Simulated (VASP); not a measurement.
Input of a VASP 6.6.1 run:

Contents of INCAR:

```
PREC = Accurate
ENCUT = 600
EDIFF = 1E-7
ISMEAR = 1
SIGMA = 0.1
LREAL = False
LASPH = True
NELM = 80
ALGO = Normal
ISIF = 3
LWAVE = False
LCHARG = False
GGA = RP
IBRION = 2
NSW = 90
EDIFFG = -0.005
```

The input KPOINTS:

```
Automatic mesh
0
Gamma
  15 15 10
```

POSCAR

```
ZrB2                                    
1.0
    3.1879362363      0.0000000000     -0.0000000000
   -1.5939681182      2.7608337663      0.0000000000
    0.0000000000     -0.0000000000      3.5584588435
  Zr              B             
     1     2
Direct
     0.0000000000000000    1.0000000000000000    0.0000000000000000
     0.3333333332999970    0.6666666667000030    0.5000000000000000
     0.6666666667000030    0.3333333332999970    0.5000000000000000
```

Potentials or basis: VASP PAW PBE potentials, release 64 (Zr_sv, B).

Command:

```console
$ cat potpaw_PBE.64/Zr_sv/POTCAR potpaw_PBE.64/B/POTCAR > POTCAR
$ mpirun -np 1 vasp_std > vasp.out
```

(1) Estimate the band gap on the k mesh.

Answers

(1) none (metal or under the smearing width).

Caveat: the relaxation stopped at its first step, so nothing moved.
